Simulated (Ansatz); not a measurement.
Compressing NiSi: a fit and a missing row

NiSi, P2_13, a = 4.468 Å. This isn't the usual stable structure of the compound. Ansatz: PBEsol, PAW, 420 eV, Γ-centred 8×8×8 mesh on 8 atoms, Gaussian smearing 0.10 eV; no spin polarisation. Shape and atoms are relaxed at each volume; pressure is positive in compression.

```
V (Å³/atom) P (GPa)
     10.480        ?
     10.815     6.57
     11.149     0.01
     11.484    -5.55
     11.818   -10.15
```

Take V0 = 11.149 Å³/atom, count pressures from its P0 = 0.01 GPa, fit the third-order Birch–Murnaghan form to the other rows, and predict the missing pressure.

With the Eulerian strain f = ½[(V0/V)^(2/3) − 1] and y = (P − P0)/[3f(1 + 2f)^(5/2)], the form is the line y = B0 + 1.5 B0 (B0′ − 4) f. Rows (f, y): 0.01024, 203.0; -0.00977, 199.3; -0.01905, 195.9. Means f = -0.006193, y = 199.40; Σ(Δf)² = 0.0004481, ΣΔfΔy = 0.1045; the slope is their ratio. y = 200.8 + 233.2 f GPa, so B0 = 200.8 GPa and B0′ = 4 + 2 × (233.2)/(3 × 200.8) = 4.77. At V = 10.480, f = 0.02106, y = 205.71 and P = 14.42 GPa. The run gave 14.36 GPa, so the fit is 0.06 GPa too high, a small miss on the scale of the series. The form still works here, 33 % of the fitted range beyond its end.